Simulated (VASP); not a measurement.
# ZnGe2N2 (P2_1/m) in VASP: further runs

One crystal, ZnGe2N2, is run at these levels: PBE; tasks: relaxation of cell and atoms.

All numbers are computed with VASP 6.6.1; they aren't measurements. Logs are shortened: lines on timing, memory, paths and dates and some standing lists are left out, and cuts for length are marked.

## Step 1: The structure

Symmetry: P2_1/m, No. 11, monoclinic system. The conventional cell has a = 5.436 Å, b = 3.107 Å, c = 8.008 Å, α = 90.00°, β = 90.07°, γ = 90.00°. Around Zn (site symmetry m) lie 2 N at 2.03 Å. Ge (site symmetry m) has 3 N at 1.98 Å as nearest neighbours. Ge (site symmetry m) has 3 N at 2.01 to 2.03 Å as nearest neighbours. Around N (site symmetry m) lie 3 Ge at 1.98 to 2.01 Å and 1 Zn at 2.03 Å. N (site symmetry m) is surrounded by 3 Ge at 1.98 to 2.03 Å and 1 Zn at 2.03 Å.

The cell was built by a generator and needn't be a form met in nature.

## Step 2: Relaxation of cell and atoms, PBE

Input file INCAR:

```
ALGO = Normal ; EDIFF = 1E-6
EDIFFG = -0.01 ; ENCUT = 520
GGA = PE ; IBRION = 2
ISIF = 3 ; ISMEAR = 0
KPAR = 4 ; LASPH = T
LCHARG = F ; LREAL = F
LWAVE = F ; NELM = 120
NSW = 90 ; PREC = Accurate
SIGMA = 0.1
```

Input file KPOINTS:

```
k-points
0
Gamma
  4 7 4
```

Input file POSCAR:

```
ZnGe2N2
1.0
    5.4358167300      0.0000000000      0.0000000000
    0.0000000000      3.1070988400      0.0000000000
   -0.0101678500      0.0000000000      8.0076253600
Zn Ge N
2 4 4
Direct
    0.1897240700      0.2500000000      0.0007272100
    0.8102759300      0.7500000000      0.9992727900
    0.4163661300      0.7500000000      0.3567954100
    0.9124250300      0.2500000000      0.3585645300
    0.5836338700      0.2500000000      0.6432045900
    0.0875749700      0.7500000000      0.6414354700
    0.2561272500      0.2500000000      0.7511662100
    0.7490292300      0.7500000000      0.7491213700
    0.2509707700      0.2500000000      0.2508786300
    0.7438727500      0.7500000000      0.2488337900
```

Potentials or basis: VASP PAW PBE potentials, release 64 (Zn, Ge_d, N).

The run is started by

```console
$ cat potpaw_PBE.64/Zn/POTCAR potpaw_PBE.64/Ge_d/POTCAR potpaw_PBE.64/N/POTCAR > POTCAR
$ mpirun -np 4 vasp_std > vasp.out
```

OUTCAR:

```text
EDIFF = 1E-6
   EDIFFG = -0.01
   ENCUT = 520
   GGA = PE
   IBRION = 2
   ISIF = 3
   ISMEAR = 0
   LASPH = T
   LREAL = F
   NELM = 120
   NSW = 90
   PREC = Accurate

 ion  position               nearest neighbor table
   1  0.190  0.250  0.001-   9 2.03   7 2.03   2 2.58   2 2.58
   2  0.810  0.750  0.999-   8 2.03  10 2.03   1 2.58   1 2.58
   3  0.416  0.750  0.357-  10 1.98   9 1.98   9 1.98   6 2.90   5 2.91   5 2.91
   4  0.912  0.250  0.359-  10 2.01  10 2.01   9 2.03   5 2.90   6 2.91   6 2.91
   5  0.584  0.250  0.643-   7 1.98   8 1.98   8 1.98   4 2.90   3 2.91   3 2.91
   6  0.088  0.750  0.641-   7 2.01   7 2.01   8 2.03   3 2.90   4 2.91   4 2.91
   7  0.256  0.250  0.751-   5 1.98   6 2.01   6 2.01   1 2.03
   8  0.749  0.750  0.749-   5 1.98   5 1.98   2 2.03   6 2.03
   9  0.251  0.250  0.251-   3 1.98   3 1.98   1 2.03   4 2.03
  10  0.744  0.750  0.249-   3 1.98   4 2.01   4 2.01   2 2.03

  LATTYP: Found a simple monoclinic cell.
 ALAT       =     5.4358167300
 B/A-ratio  =     0.5715974240
 C/A-ratio  =     1.4731239505
 COS(beta)  =    -0.0012697699

  Lattice vectors:

 A1 = (   5.4358167300,   0.0000000000,   0.0000000000)
 A2 = (   0.0000000000,   3.1070988400,   0.0000000000)
 A3 = (  -0.0101678500,   0.0000000000,   8.0076253600)

Analysis of symmetry for initial positions (statically):
=====================================================================
 Subroutine PRICEL returns:
 Original cell was already a primitive cell.

 Routine SETGRP: Setting up the symmetry group for a
 simple monoclinic supercell.

 Subroutine GETGRP returns: Found  4 space group operations
 (whereof  2 operations were pure point group operations)
 out of a pool of  4 trial point group operations.

The static configuration has the point symmetry S_2 .
 The point group associated with its full space group is C_2h.

Analysis of symmetry for dynamics (positions and initial velocities):
=====================================================================
 Subroutine PRICEL returns:
 Original cell was already a primitive cell.

 Routine SETGRP: Setting up the symmetry group for a
 simple monoclinic supercell.

 Subroutine GETGRP returns: Found  4 space group operations
 (whereof  2 operations were pure point group operations)
 out of a pool of  4 trial point group operations.

The dynamic configuration has the point symmetry S_2 .
 The point group associated with its full space group is C_2h.

 Subroutine INISYM returns: Found  4 space group operations
 (whereof  2 operations are pure point group operations),
 and found     1 'primitive' translations
[... 122 lines left out ...]
   NELECT =     100.0000    total number of electrons
   NUPDOWN=      -1.0000    fix difference up-down
   EMIN   =  10.00;   EMAX   =-10.00  energy-range for DOS
   EFERMI =   0.00;   METHOD = LEGACY
   ISMEAR =     0;   SIGMA  =   0.10  broadening in eV -4-tet -1-fermi 0-gaus
   EFERMI_NEDOS =   21; number of points for ismear=-14 and -15
   IALGO  =     38    algorithm
   IMIX   =      4    mixing-type and parameters
     AMIX     =   0.40;   BMIX     =  1.00
     AMIX_MAG =   1.60;   BMIX_MAG =  1.00
  volume/ion in A,a.u.               =      13.52        91.27
  Fermi-wavevector in a.u.,A,eV,Ry     =   1.480359  2.797472 29.816649  2.191462
  Thomas-Fermi vector in A             =   2.594403
   LORBIT       =      0    0 simple, 1 ext, 2 COOP (PROOUT), +10 PAW based schemes
   GGA     = PE    functional components
   LHFCALC =     F    Hartree Fock is set to
   AEXX    =    0.0000 exact exchange contribution
   IVDW    =     0    specifies the selected vdW correction
   LEPSILON=     F    determine dielectric tensor
   LRPA    =     F    only Hartree local field effects (RPA)
 conjugate gradient relaxation of ions
 non-spin polarized calculation
 Gauss-broadening in eV      SIGMA  =   0.10
  energy-cutoff  :      520.00
  volume of cell :      135.25
 maximum number of plane-waves:      3667
   NGX = 21   NGY = 11   NGZ = 29

--------------------------------------- Ionic step        1  -------------------------------------------

 number of electron     100.0000009 magnetization

 Free energy of the ion-electron system (eV)
  ---------------------------------------------------
  ext. energy  EPLUGINS =         0.00000000
  ---------------------------------------------------
  free energy    TOTEN  =       -51.71608603 eV

  energy without entropy =      -51.70782591  energy(sigma->0) =      -51.71195597

------------------------ aborting loop because EDIFF is reached ----------------------------------------

  FORCE on cell =-STRESS in cart. coord.  units (eV):
  Direction    XX          YY          ZZ          XY          YZ          ZX
  --------------------------------------------------------------------------------------
  -------------------------------------------------------------------------------------
  Total        0.4137570      0.1992339     -0.1216373      0.0000000      0.0000000     -0.1351499
  in kB        4.9015373      2.3602080     -1.4409661      0.0000000      0.0000000     -1.6010414
  external PRESSURE =       1.9402597 kB  Pullay stress =       0.0000000 kB
[... 339 lines left out ...]
--------------------------------------- Ionic step        9  -------------------------------------------

 number of electron     100.0000013 magnetization

 Free energy of the ion-electron system (eV)
  ---------------------------------------------------
  ext. energy  EPLUGINS =         0.00000000
  ---------------------------------------------------
  free energy    TOTEN  =       -51.71800925 eV

  energy without entropy =      -51.71042499  energy(sigma->0) =      -51.71421712

 E-fermi :   5.9240     XC(G=0): -11.2290

 val. band max:        5.9235683323   @ k =   0.0000   0.4286   0.5000
 cond. band min:       6.0286949163   @ k =   0.0000   0.2857   0.0000
 fundamental gap:      0.1051265840
 Fermi energy:         5.9239840147

 k-point     1 :       0.0000    0.0000    0.0000
  band No.  band energies     occupation
      1     -19.3662      2.00000
      2     -19.3444      2.00000
      3     -19.2989      2.00000
      4     -19.2931      2.00000
      5     -19.2850      2.00000
      6     -19.2848      2.00000
[... 1501 lines left out ...]
     59      11.0005      0.00000
     60      11.2715      0.00000

 [... further k-points ...]

------------------------ aborting loop because EDIFF is reached ----------------------------------------

  FORCE on cell =-STRESS in cart. coord.  units (eV):
  Direction    XX          YY          ZZ          XY          YZ          ZX
  --------------------------------------------------------------------------------------
  -------------------------------------------------------------------------------------
  Total        0.0274821      0.0306398      0.0488370      0.0000000      0.0000000     -0.0133054
  in kB        0.3247498      0.3620636      0.5770955      0.0000000      0.0000000     -0.1572271
  external PRESSURE =       0.4213029 kB  Pullay stress =       0.0000000 kB
[... 25 lines left out ...]
  FREE ENERGIE OF THE ION-ELECTRON SYSTEM (eV)
  ---------------------------------------------------
  free  energy   TOTEN  =       -51.7180092507 eV

  energy  without entropy=      -51.7104249895  energy(sigma->0) =      -51.71421712

 reached required accuracy - stopping structural energy minimisation
```

OSZICAR:

```text
N       E                     dE             d eps       ncg     rms          rms(c)
DAV:   1     0.130138789691E+04    0.13014E+04   -0.43950E+04  5892   0.419E+03
DAV:   2     0.238275808120E+03   -0.10631E+04   -0.10196E+04  4800   0.109E+03
DAV:   3    -0.268966201636E+02   -0.26517E+03   -0.25593E+03  5032   0.284E+02
DAV:   4    -0.578538735322E+02   -0.30957E+02   -0.30270E+02  5768   0.102E+02
[... 66 lines left out ...]
DAV:   2    -0.517181409427E+02    0.35726E-03   -0.22893E-03  6144   0.630E-01    0.820E-02
DAV:   3    -0.517180356102E+02    0.10533E-03   -0.25490E-04  6392   0.206E-01    0.378E-02
DAV:   4    -0.517180073915E+02    0.28219E-04   -0.81784E-05  6380   0.151E-01    0.103E-02
DAV:   5    -0.517180088295E+02   -0.14380E-05   -0.29601E-05  5796   0.722E-02    0.477E-03
DAV:   6    -0.517180092507E+02   -0.42121E-06   -0.41545E-06  3832   0.286E-02
   9 F= -.51718009E+02 E0= -.51714217E+02  d E =-.892649E-04
```

CONTCAR:

```text
ZnGe2N2
   1.00000000000000
     5.4524291594342476    0.0000000000000000   -0.0108037768298753
     0.0000000000000000    3.1118170064508290    0.0000000000000000
    -0.0260815623075270    0.0000000000000000    7.9911802433594135
  Zn              Ge              N
     2     4     4
Direct
     0.1893850167468921    0.2500000000000000    0.0008599746371740
     0.8106149832531081    0.7500000000000000    0.9991400253628261
     0.4172801317844154    0.7500000000000000    0.3568130805094981
     0.9129946342444017    0.2500000000000000    0.3583835901107554
     0.5827198682155846    0.2500000000000000    0.6431869194905019
     0.0870053657555983    0.7500000000000000    0.6416164098892447
     0.2562908260020703    0.2500000000000000    0.7521504634770692
     0.7488421851595775    0.7500000000000000    0.7493047528324961
     0.2511578148404224    0.2500000000000000    0.2506952471675041
     0.7437091739979297    0.7500000000000000    0.2478495365229308

  0.00000000E+00  0.00000000E+00  0.00000000E+00
  0.00000000E+00  0.00000000E+00  0.00000000E+00
  0.00000000E+00  0.00000000E+00  0.00000000E+00
  0.00000000E+00  0.00000000E+00  0.00000000E+00
  0.00000000E+00  0.00000000E+00  0.00000000E+00
  0.00000000E+00  0.00000000E+00  0.00000000E+00
  0.00000000E+00  0.00000000E+00  0.00000000E+00
  0.00000000E+00  0.00000000E+00  0.00000000E+00
  0.00000000E+00  0.00000000E+00  0.00000000E+00
  0.00000000E+00  0.00000000E+00  0.00000000E+00
```

Wall time 11 min (4 MPI ranks of Intel Xeon Platinum 8375C at 2.90GHz (Ice Lake), shared host); peak memory 0.41 GiB.

Results:

```
Free energy                            : -51.7180 eV
Relaxed volume                         : 13.56 Å³/atom
Relaxed cell                           : a = 5.452 Å, b = 3.112 Å, c = 7.991 Å, α = 90.00°, β = 90.30°, γ = 90.00°
Space group after relaxing (to 0.05 Å) : P2_1/m (No. 11)
Energy gained by relaxing              : 0.2 meV/atom
Ionic steps                            : 9
Pressure after relaxing                : 0.0 GPa
Largest force after relaxing           : 0.009 eV/Å
Band gap on the k mesh                 : none (metal or under the smearing width)
```

Forces on the atoms (eV/Å):
```
Zn   0.001  0.000  0.004
Zn  -0.001  0.000 -0.004
Ge   0.003  0.000  0.002
Ge   0.000  0.000 -0.002
Ge  -0.003  0.000 -0.002
Ge   0.000  0.000  0.002
N   -0.009  0.000  0.001
N   -0.002  0.000 -0.004
N    0.002  0.000  0.004
N    0.009  0.000 -0.001
```

The path:
```csv
step,energy change (eV),largest force (eV/Å),pressure (GPa),volume (Å³)
1,0.0000,0.0638,0.19,135.25
2,-0.0013,0.0325,0.03,135.57
3,-0.0013,0.0459,-0.15,135.66
4,-0.0013,0.0419,-0.07,135.63
5,-0.0017,0.0184,0.00,135.59
6,-0.0017,0.0201,0.07,135.57
7,-0.0018,0.0101,-0.11,135.67
8,-0.0018,0.0109,-0.07,135.67
9,-0.0019,0.0090,0.04,135.59
```

Final structure:
```
Zn Ge N
1.0
     5.45243    0.00000   -0.01080
     0.00000    3.11182    0.00000
    -0.02608    0.00000    7.99118
Zn Ge N
2 4 4
Direct
  0.18938 0.25000 0.00086
  0.81061 0.75000 0.99914
  0.41728 0.75000 0.35681
  0.91299 0.25000 0.35838
  0.58272 0.25000 0.64319
  0.08701 0.75000 0.64162
  0.25629 0.25000 0.75215
  0.74884 0.75000 0.74930
  0.25116 0.25000 0.25070
  0.74371 0.75000 0.24785
```

Levels at points of the mesh, in eV from the Fermi level:
| k point | band 46 | band 47 | band 48 | band 49 | band 50 | band 51 | band 52 | band 53 | band 54 | band 55 |
| --- | --- | --- | --- | --- | --- | --- | --- | --- | --- | --- |
| (0.00, 0.00, 0.00) | -2.79 | -2.69 | -2.61 | -1.69 | -0.10 | 0.17 | 1.82 | 2.35 | 2.40 | 2.55 |
| (0.50, 0.00, 0.00) | -3.53 | -3.32 | -3.20 | -0.63 | 0.37 | 1.19 | 1.74 | 2.52 | 2.65 | 4.18 |
| (0.00, 0.00, 0.50) | -2.75 | -2.67 | -2.65 | -2.42 | -1.14 | 0.13 | 1.51 | 1.94 | 2.29 | 4.19 |
| (0.50, 0.00, 0.50) | -3.37 | -2.38 | -2.21 | -0.73 | -0.01 | 0.66 | 1.04 | 2.53 | 3.11 | 4.07 |

[end of part 1 of 2]
